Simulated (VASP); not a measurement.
Ca, 2 atoms in the cell. The structure is orthorhombic, space group Cmcm (No. 63). Conventional cell: a = 3.980 Å, b = 6.894 Å, c = 6.520 Å, α = 90.00°, β = 90.00°, γ = 90.00°. Ca (site symmetry m2m) is surrounded by 12 Ca at 3.93 to 4.12 Å. This isn't the form of Ca at room conditions, which is fcc. The cell isn't the ideal one: one atom moved.

```yaml
Program: VASP 6.6.1
Task: single point
Functional: PBE
Potentials_or_basis: VASP PAW PBE potentials, release 64 (Ca_sv)
Cutoff: 520 eV
k_mesh: 12 × 12 × 6
Occupations: gaussian, width 0.1 eV
Spin: no spin polarisation
Dipole_correction: no
Further_INCAR_settings: ALGO = Fast; EDIFF = 1e-06; NBANDS = 17
```

Potentials or basis: VASP PAW PBE potentials, release 64 (Ca_sv).

Command:

```console
$ cat potpaw_PBE.64/Ca_sv/POTCAR > POTCAR
$ mpirun -np 1 vasp_std > vasp.out
```

Hardware: 1 thread of Intel(R) Xeon(R) Platinum 8488C (Sapphire Rapids), with other jobs on the host.

Question: How long does it take, and how much memory?

Answer: Run time: 3.9 min on 1 thread of Intel(R) Xeon(R) Platinum 8488C (Sapphire Rapids), on a shared host, peak memory 0.36 GiB. Counts: scf iterations 16, k points 172.
